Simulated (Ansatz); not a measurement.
# Li: the cost of one run

Method: DFT PBE, scalar-relativistic, plane waves, PAW, unless a step names another level, in Ansatz 0.2.0.

2 further runs of the same task are left out: 1 that didn't finish, 1 set aside as unsound or not needed.

## (1) The starting structure

It takes space group P6/mmm (No. 191, hexagonal). The conventional cell has a = 2.936 Å, b = 2.936 Å, c = 2.715 Å, α = 90.00°, β = 90.00°, γ = 120.00°. Around Li (site symmetry 6/mmm) lie 8 Li at 2.71 to 2.94 Å.

As a file:

```cif
data_structure
_symmetry_space_group_name_H-M 'P 1'
_symmetry_Int_Tables_number 1
_cell_length_a 2.9358
_cell_length_b 2.9358
_cell_length_c 2.7147
_cell_angle_alpha 90.000
_cell_angle_beta 90.000
_cell_angle_gamma 120.000
_cell_volume 20.26
loop_
_atom_site_label
_atom_site_type_symbol
_atom_site_fract_x
_atom_site_fract_y
_atom_site_fract_z
_atom_site_occupancy
Li1 Li 0.00000 0.00000 0.00000 1
```

The cell was relaxed beforehand at this level, from a generated guess; it is a trial structure. At a tolerance of 0.05 Å it has space group P6/mmm (No. 191); it has 20.26 Å³/atom, an uncorrected energy of +0.06 eV/atom over the standard state.

## (2) Electronic structure at the relaxed geometry

Input file input.yaml:

```yaml
crystal:
  lattice:
    - [2.9357633016, 2.89e-08, 0.0]
    - [-1.4678816758, 2.5424455842, 0.0]
    - [0.0, 0.0, 2.7146827]
  atoms:
    - { symbol: Li, position: [0.0, 0.0, 0.0] }
basis:
  ecutwfc: 420
kpoints:
  mp_grid: { grid: [24, 24, 20] }
  band_path:
    path:
      - [[0.0, 0.0, 0.0], [0.5, 0.0, 0.0], [0.33333333, 0.33333333, 0.0], [0.0, 0.0, 0.0], [0.0, 0.0, 0.5], [0.5, 0.0, 0.5], [0.33333333, 0.33333333, 0.5], [0.0, 0.0, 0.5]]
      - [[0.5, 0.0, 0.5], [0.5, 0.0, 0.0]]
      - [[0.33333333, 0.33333333, 0.5], [0.33333333, 0.33333333, 0.0]]
    npoints: 14
hamiltonian:
  xc: pbe
scf:
  occupations: { method: gaussian, width: 0.1 }
  n_extra_bands: 6
output:
  forces: true
  stress: true
  eigenvalues: true
  populations: true
  dos: { projected: true, de: 0.02, nscf_kmesh: { grid: [29, 29, 24] } }
  bader: true
  write_density: true
  write_potential: true
  elf: true
  volumetric_format: npy
```

Run with:

```console
ansatz run input.yaml --threads 1 --pin off --max-ram 3072MiB --backend cpu --events-out ev --progress --plain --runs-dir out
```

What time and memory should one allow on 1 thread of Intel Xeon 6975P-C (Granite Rapids), shared host?

About 45 s, with a peak of 0.45 GiB.
